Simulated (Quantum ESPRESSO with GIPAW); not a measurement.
# 27Al and 15N NMR of AlN, calculated

Wanted: NMR shieldings for each site of AlN.

Main program and level: Quantum ESPRESSO with GIPAW 8.0dev (patched build); DFT, PBEsol, plane-wave PAW (pslibrary 1.0.0 recipes), scalar-relativistic, GIPAW; a patched development version of the program.

## (1) Set-up

The structure is hexagonal, space group P6_3/mmc (No. 194). The conventional cell has a = 3.312 Å, b = 3.312 Å, c = 4.188 Å, α = 90.00°, β = 90.00°, γ = 120.00°. Al has 5 N at 1.91 to 2.09 Å nearest. N has 5 Al at 1.91 to 2.09 Å nearest. Farther neighbours and most contacts between anions are not listed.

Structure file:

```cif
data_structure
_symmetry_space_group_name_H-M 'P6_3/mmc'
_symmetry_Int_Tables_number 194
_cell_length_a 3.3121
_cell_length_b 3.3121
_cell_length_c 4.1876
_cell_angle_alpha 90.000
_cell_angle_beta 90.000
_cell_angle_gamma 120.000
_cell_volume 39.78
loop_
_atom_site_label
_atom_site_type_symbol
_atom_site_symmetry_multiplicity
_atom_site_Wyckoff_symbol
_atom_site_fract_x
_atom_site_fract_y
_atom_site_fract_z
_atom_site_occupancy
Al1 Al 2 d 0.66667 0.33333 0.25000 1
N1 N 2 c 0.66667 0.33333 0.75000 1
```

The cell is a computed entry of the Materials Project; it need not be the form that is stable at ambient conditions.

## (2) The SCF step

GIPAW is a response on top of the ground state, so the wavefunctions come first. Their errors pass straight into the induced current, hence the tight threshold. No empty states are asked for: the response is solved without them. The mesh has a spacing of 0.28 Å⁻¹ at most. The PAW files were made with ld1.x from the pslibrary 1.0.0 recipes, with GIPAW reconstruction switched on.

The input, scf.in:

```
&control
  calculation = 'scf'
  prefix = 'x'
  outdir = './tmp/'
  pseudo_dir = './'
/
&system
  ibrav = 0
  nat = 4
  ntyp = 2
  ecutwfc = 55
  ecutrho = 340
  nbnd = 8
/
&electrons
  conv_thr = 1.0d-10
  mixing_beta = 0.7
  electron_maxstep = 100
/
ATOMIC_SPECIES
  Al 26.982 Al.pbesol-n-kjpaw_psl.1.0.0-gipaw.UPF
  N 14.007 N.pbesol-n-kjpaw_psl.1.0.0-gipaw.UPF
CELL_PARAMETERS angstrom
  3.31211574 0.00000000 0.00000000
  -1.65605787 2.86837637 0.00000000
  0.00000000 0.00000000 4.18756300
ATOMIC_POSITIONS crystal
  Al 0.66666667 0.33333333 0.25000000
  Al 0.33333333 0.66666667 0.75000000
  N 0.66666667 0.33333333 0.75000000
  N 0.33333333 0.66666667 0.25000000
K_POINTS automatic
  8 8 6 1 1 1
```

Command:

```sh
$ mpirun -np 4 pw.x -nk 4 -in scf.in > scf.out
```

Output:

```text
[...]
as large as its charge; the limit is 4.5
     Functions over the limit replaced by smooth ones with the moment of the charge, as mend_augmentation asks: 2
     This moves results (see INPUT_PW). Waves and levels in the save fit builds from 8.0dev_s219 on
     using ibrav=0 with symmetry is DISCOURAGED, use correct ibrav instead

     bravais-lattice index     =            0
     lattice parameter (alat)  =       6.2590  a.u.
     unit-cell volume          =     268.4724 (a.u.)^3
     number of atoms/cell      =            4
     number of atomic types    =            2
     number of electrons       =        16.00
     number of Kohn-Sham states=            8
     kinetic-energy cutoff     =      55.0000  Ry
     charge density cutoff     =     340.0000  Ry
     scf convergence threshold =      1.0E-10
     mixing beta               =       0.7000
     number of iterations used =            8  plain     mixing
     Exchange-correlation= SLA-PW-PSX-PSC
                           (   1   4  10   8   0   0   0)
[...]
Al                3.00    26.98200     Al( 1.00)
     N                 5.00    14.00700     N ( 1.00)

     24 Sym. Ops., with inversion, found (12 have fractional translation)
[...]
number of k points=    60
[...]
Dense  grid:    28475 G-vectors     FFT dimensions: (  40,  40,  48)

     Smooth grid:    14803 G-vectors     FFT dimensions: (  30,  30,  40)

     Check: negative core charge=   -0.000002

     Initial potential from superposition of free atoms

     starting charge      15.9956, renormalised to      16.0000
     Starting wfcs are   16 randomized atomic wfcs

     Self-consistent Calculation

     iteration #  1     ecut=    55.00 Ry     beta= 0.70
     Davidson diagonalization with overlap
     ethr =  1.00E-02,  avg # of iterations =  2.0

     total energy              =    -132.55335109 Ry
     estimated scf accuracy    <       1.09047905 Ry

     iteration #  2     ecut=    55.00 Ry     beta= 0.70
     Davidson diagonalization with overlap
     ethr =  6.82E-03,  avg # of iterations =  2.1

     total energy              =    -132.93206480 Ry
     estimated scf accuracy    <       0.69056651 Ry

     iteration #  3     ecut=    55.00 Ry     beta= 0.70
     Davidson diagonalization with overlap
     ethr =  4.32E-03,  avg # of iterations =  2.0

     total energy              =    -133.02585175 Ry
     estimated scf accuracy    <       0.01414530 Ry

[...]
total energy              =    -133.03682490 Ry
[...]
iteration # 15     ecut=    55.00 Ry     beta= 0.70
     Davidson diagonalization with overlap
     ethr =  1.16E-12,  avg # of iterations =  1.0

     total energy              =    -133.03682490 Ry
     estimated scf accuracy    <          1.8E-10 Ry

     iteration # 16     ecut=    55.00 Ry     beta= 0.70
     Davidson diagonalization with overlap
     ethr =  1.12E-12,  avg # of iterations =  2.0

     End of self-consistent calculation
     [one-electron energies left out]

!    total energy              =    -133.03682490 Ry
     total all-electron energy =     -1188.020509 Ry
     estimated scf accuracy    <          3.3E-13 Ry

     The total energy is the sum of the following terms:
     one-electron contribution =      -0.16638737 Ry
     hartree contribution      =      11.12909162 Ry
     xc contribution           =     -17.01501398 Ry
     ewald contribution        =     -44.35898088 Ry
     one-center paw contrib.   =     -82.62553430 Ry

     convergence has been achieved in  16 iterations
[...]
JOB DONE.
```

It took 22 s on 4 MPI ranks of Arm Neoverse N1, shared host; peak memory 0.54 GiB; 89 s of CPU time.

It converged in 16 cycles to an estimated accuracy of 3e-13 Ry, on 60 irreducible k-points.

## (3) Magnetic response

The job finds the current that a weak uniform field induces (applied as a long wave, q_gipaw) and the field that this current makes at each nucleus. On atoms with p or d valence electrons much of the paramagnetic part arises close to the nucleus, where the PAW partial waves rebuild the true states. pawproj makes the reconstruction use the PAW data sets' own projectors.

The input, nmr.in:

```
&inputgipaw
  job = 'nmr'
  prefix = 'x'
  tmp_dir = './tmp/'
  restart_mode = 'from_scratch'
  verbosity = 'low'
  q_gipaw = 0.01
  spline_ps = .true.
  conv_threshold = 1.0d-11
  use_nmr_macroscopic_shape = .false.
  pawproj(1) = .true.
  pawproj(2) = .true.
/
```

Command:

```sh
$ mpirun -np 4 gipaw.x -in nmr.in > nmr.out
```

Output:

```text
[banner, memory and clock lines left out]
[a note of our patched build left out]

     Parallelizing q-star over 1 images

     IMPORTANT: XC functional enforced from input :
     Exchange-correlation= PBESOL
                           (   1   4  10   8   0   0   0)
     Any further DFT definition will be discarded
     Please, verify this is what you really want

     In N.pbesol-n-kjpaw_psl.1.0.0-gipaw.UPF the largest augmentation function (projectors 1 and 4, L = 1) is 9.4 times
     as large as its charge; the limit is 4.5
     Functions over the limit replaced by smooth ones with the moment of the charge, as in the saved run: 2

     Check: negative core charge=   -0.000002
[...]
WARNING: some symmetry operations do not permute x, y and z, so the susceptibility and the shape term are
     wrong: all shieldings move alike (in wurtzite BN nosym gave 13 and 6 ppm more at 3 and 6 points an axis).
     Run pw.x with nosym, and raise the mesh until the susceptibility stays

     alpha_pv=     32.9098 eV

     spline_ps is .false., expect some extrapolation errors

     q-space interpolation up to    66.00 Rydberg

     GIPAW job: nmr
     NMR macroscopic correction: no
[...]
Computing the magnetic susceptibility     isolve=0    ethr=  0.1000E-10
     Starting from scratch
     k-point #    1 of    60      pool #  1    cpu time:       1.2
[...]
End of magnetic susceptibility calculation

     f-sum rule (1st term):
           -15.7150          0.0000          0.0000
             0.0000        -15.7150          0.0000
            -0.0000         -0.0000        -15.7012

     f-sum rule (2nd term):
            -0.2297          0.0000          0.0000
             0.0000         -0.2297          0.0000
             0.0000          0.0000         -0.2420

     f-sum rule (should be   -15.9444):
           -15.9447          0.0000          0.0000
             0.0000        -15.9447          0.0000
            -0.0000         -0.0000        -15.9432

[... susceptibilities left out ...]
     Contributions to the NMR chemical shifts: -------------------------------

     Macroscopic shape contribution in ppm:                    0.00
             0.0000          0.0000          0.0000
             0.0000          0.0000          0.0000
             0.0000          0.0000          0.0000

     Core contribution in ppm:

     Atom  1  Al  pos: (  0.500000  0.288675  0.316079)  core sigma:         765.91
     Atom  2  Al  pos: ( -0.000000  0.577350  0.948237)  core sigma:         765.91
     Atom  3  N   pos: (  0.500000  0.288675  0.948237)  core sigma:         235.22
     Atom  4  N   pos: ( -0.000000  0.577350  0.316079)  core sigma:         235.22

     Bare contribution in ppm:

     Atom  1  Al  pos: (  0.500000  0.288675  0.316079)  bare sigma:         -19.61
[...]
Atom  2  Al  pos: ( -0.000000  0.577350  0.948237)  bare sigma:         -19.61
[...]
Atom  3  N   pos: (  0.500000  0.288675  0.948237)  bare sigma:          -4.12
[...]
Atom  4  N   pos: ( -0.000000  0.577350  0.316079)  bare sigma:          -4.12
[...]
Diamagnetic contribution in ppm:

     Atom  1  Al  pos: (  0.500000  0.288675  0.316079)  dia sigma:           2.30
[...]
Atom  2  Al  pos: ( -0.000000  0.577350  0.948237)  dia sigma:           2.30
[...]
Atom  3  N   pos: (  0.500000  0.288675  0.948237)  dia sigma:           6.78
[...]
Atom  4  N   pos: ( -0.000000  0.577350  0.316079)  dia sigma:           6.78
[...]
Paramagnetic contribution in ppm:

     Atom  1  Al  pos: (  0.500000  0.288675  0.316079)  para sigma:        -246.67
[...]
Atom  2  Al  pos: ( -0.000000  0.577350  0.948237)  para sigma:        -246.67
[...]
Atom  3  N   pos: (  0.500000  0.288675  0.948237)  para sigma:         -93.87
[...]
Atom  4  N   pos: ( -0.000000  0.577350  0.316079)  para sigma:         -93.87
[...]
Paramagnetic US occ-occ contribution in ppm:

     Atom  1  Al  pos: (  0.500000  0.288675  0.316079)  para_oo sigma:          -1.08
[...]
Atom  2  Al  pos: ( -0.000000  0.577350  0.948237)  para_oo sigma:          -1.08
[...]
Atom  3  N   pos: (  0.500000  0.288675  0.948237)  para_oo sigma:          -0.49
[...]
Atom  4  N   pos: ( -0.000000  0.577350  0.316079)  para_oo sigma:          -0.49
[...]
Paramagnetic US L_R Q_R contribution in ppm:

     Atom  1  Al  pos: (  0.500000  0.288675  0.316079)  para_lq sigma:           3.10
[...]
Atom  2  Al  pos: ( -0.000000  0.577350  0.948237)  para_lq sigma:           3.10
[...]
Atom  3  N   pos: (  0.500000  0.288675  0.948237)  para_lq sigma:         -52.07
[...]
Atom  4  N   pos: ( -0.000000  0.577350  0.316079)  para_lq sigma:         -52.07
[...]
Total NMR chemical shifts in ppm: ---------------------------------------
     (adopting the Simpson convention for anisotropy and asymmetry)-----------

     Atom  1  Al  pos: (  0.500000  0.288675  0.316079)  Total sigma:         503.96
           554.0784          0.0000         -0.0000
             0.0000        554.0784          0.0000
            -0.0000          0.0000        403.7125

     Al      1    anisotropy:   -150.37    eta:    0.0000
[...]
Atom  2  Al  pos: ( -0.000000  0.577350  0.948237)  Total sigma:         503.96
[... its tensor is left out ...]
     Atom  3  N   pos: (  0.500000  0.288675  0.948237)  Total sigma:          91.45
            89.9674         -0.0000          0.0000
            -0.0000         89.9674          0.0000
             0.0000          0.0000         94.4188

     N       3    anisotropy:      4.45    eta:    0.0000
[...]
Atom  4  N   pos: ( -0.000000  0.577350  0.316079)  Total sigma:          91.45
[... its tensor is left out ...]
```

It took 2.7 min on 4 MPI ranks; peak memory 0.27 GiB.

The f-sum rule is met to 0.0012 of 15.9 (0.008 %). Converged shieldings require that this miss be small, but a small miss does not prove them. gipaw.x warns that with these symmetry operations the susceptibility and the shape term are unreliable; the other terms are not touched. This build smooths some augmentation functions of the files as it reads them, which, it says, moves results; by how much was not measured here.

From the symmetric part of each tensor, with principal values σ11 ≤ σ22 ≤ σ33: σ_iso is their mean, the span is σ33 − σ11 and the skew 3(σ_iso − σ22)/span. (gipaw.x prints an anisotropy in another convention.)

| site | atom no. | atoms in cell | σ_iso (ppm) | span (ppm) | skew |
| --- | --- | --- | --- | --- | --- |
| Al | 1 | 2 | 504.0 | 150.4 | -1.00 |
| N | 3 | 2 | 91.5 | 4.5 | 1.00 |

The macroscopic shape term is switched off. For a spherical sample the valence susceptibility of this run would add about 8 ppm to every site, a rough estimate, since the susceptibility converges slowly and lacks part of the PAW terms, above all in hexagonal and trigonal cells. Differences within the crystal don't depend on it, but shieldings of different compounds can't be compared to better than a few ppm without it.

An axis of order three or more runs through Al and N, so two principal values coincide and the skew is ±1. In this run the largest span is that of Al (site symmetry -6m2), with principal values 403.7, 554.1 and 554.1 ppm.

27Al also has a quadrupolar coupling here. It is not given: on PAW files the efg job of this gipaw.x leaves out the augmentation charge of neighbouring atoms and can miss by tens of per cent.

## (4) From shieldings to shifts

Covalently bonded atoms count as neighbours within 1.18 times the sum of their radii. Otherwise a cation's neighbours lie within 1.2 times its shortest bond (1.3 for large cations, each anion's radius taken off where they differ), and an anion's are the cations that count it.

| site | atom no. | atoms in cell | surroundings | bonds (Å) | σ_iso (ppm) |
| --- | --- | --- | --- | --- | --- |
| Al | 1 | 2 | AlN5 | 1.91 to 2.09 | 504.0 |
| N | 3 | 2 | bound to Al5 | 1.91 to 2.09 | 91.5 |

## (5) What the settings change

Each row names what was changed: another mesh tests the sampling of the zone; another functional shows how far the paramagnetic term hangs on the exchange-correlation form; another cutoff tests the basis.

Changes of σ_iso (ppm) against the run above (PBEsol, cutoffs 55 and 340 Ry, mesh 8×8×6, 12 min). Times are CPU times of pw.x and gipaw.x together, on 4 MPI ranks of Arm Neoverse N1, shared host; on a shared host they are rough.

| run | CPU time | f-sum miss | Al | N |
| --- | --- | --- | --- | --- |
| mesh 10×10×7 | 23 min | 6.0e-4 | -0.0 | -0.2 |
| PBE | 12 min | 1.0e-3 | +2.1 | +6.2 |
| cutoffs 45 and 340 Ry | 11 min | 0.0030 | +0.0 | -0.2 |

The largest move is +6.2 ppm, on N, from PBE.

## (6) A run with a fault

For contrast, the same job on a spoilt input.

Edit scf.in of step 2 so:

```diff
@@ -17,3 +17,3 @@
   mixing_beta = 0.7
-  electron_maxstep = 100
+  electron_maxstep = 5
 /
```

Command:

```sh
$ mpirun -np 4 pw.x -nk 4 -in scf.in > scf.out
```

Output:

```text
[banner, memory and clock lines left out]
[...]
as large as its charge; the limit is 4.5
     Functions over the limit replaced by smooth ones with the moment of the charge, as mend_augmentation asks: 2
     This moves results (see INPUT_PW). Waves and levels in the save fit builds from 8.0dev_s219 on
     using ibrav=0 with symmetry is DISCOURAGED, use correct ibrav instead

     bravais-lattice index     =            0
     lattice parameter (alat)  =       6.2590  a.u.
     unit-cell volume          =     268.4724 (a.u.)^3
     number of atoms/cell      =            4
     number of atomic types    =            2
     number of electrons       =        16.00
     number of Kohn-Sham states=            8
     kinetic-energy cutoff     =      55.0000  Ry
     charge density cutoff     =     340.0000  Ry
     scf convergence threshold =      1.0E-10
     mixing beta               =       0.7000
     number of iterations used =            8  plain     mixing
     Exchange-correlation= SLA-PW-PSX-PSC
[...]
total energy              =    -132.55335109 Ry
     estimated scf accuracy    <       1.09047905 Ry

     iteration #  2     ecut=    55.00 Ry     beta= 0.70
     Davidson diagonalization with overlap
     ethr =  6.82E-03,  avg # of iterations =  2.1

     total energy              =    -132.93206480 Ry
     estimated scf accuracy    <       0.69056651 Ry

     iteration #  3     ecut=    55.00 Ry     beta= 0.70
     Davidson diagonalization with overlap
     ethr =  4.32E-03,  avg # of iterations =  2.0

     total energy              =    -133.02585175 Ry
     estimated scf accuracy    <       0.01414530 Ry

     iteration #  4     ecut=    55.00 Ry     beta= 0.70
     Davidson diagonalization with overlap
     ethr =  8.84E-05,  avg # of iterations =  3.7

     total energy              =    -133.03661112 Ry
     estimated scf accuracy    <       0.01656403 Ry

     iteration #  5     ecut=    55.00 Ry     beta= 0.70
     Davidson diagonalization with overlap
     ethr =  8.84E-05,  avg # of iterations =  1.3

     total energy              =    -133.03673800 Ry
     estimated scf accuracy    <       0.00372680 Ry

     End of self-consistent calculation

     convergence NOT achieved after   5 iterations: stopping

     XML data file, charge density
```

It took 8.8 s on 4 MPI ranks; peak memory 0.31 GiB.

The SCF did not converge, so no response was computed. The fault: too few SCF iterations. 

## (7) Summary of results

* 27Al shielding without shape term: 504.0 ppm
* 15N shielding without shape term: 91.5 ppm

In words: 27Al has one site (AlN5), with isotropic shielding 504.0 ppm (shape term left out). A shift needs a reference, δ = σ_ref − σ, fixed on measured compounds; for 27Al of this kind at this level too few were at hand, or they scattered too widely about a line, so none is given. Going to mesh 10×10×7 changes no isotropic shielding by more than 0.17 ppm, so the main run is converged in that respect. A higher cutoff was not carried through on these files. The largest change with the functional is 6.2 ppm in absolute shielding; part of that drops out once each functional has its own reference line. This build of gipaw.x prints that it is not audited and that its numbers are no references by themselves. It also reports spline_ps as false although the input sets it; why was not traced.

[Banner, clock, file and message-heading lines were taken out of the pw.x and gipaw.x logs.]

[Logs are printed without paths, hosts, clocks, repeated set-up lines and the standing remarks that a program may print on its own settings, such as how far it seeks lower states.]

[Hosts, paths, dates, database ids (printed as entryN), source tags and the programs' standing remarks are cut or masked in the printed files.]

[Where no reference line passes its bar on scatter, no shift is given, so a measured shift of this compound may stand uncompared.]
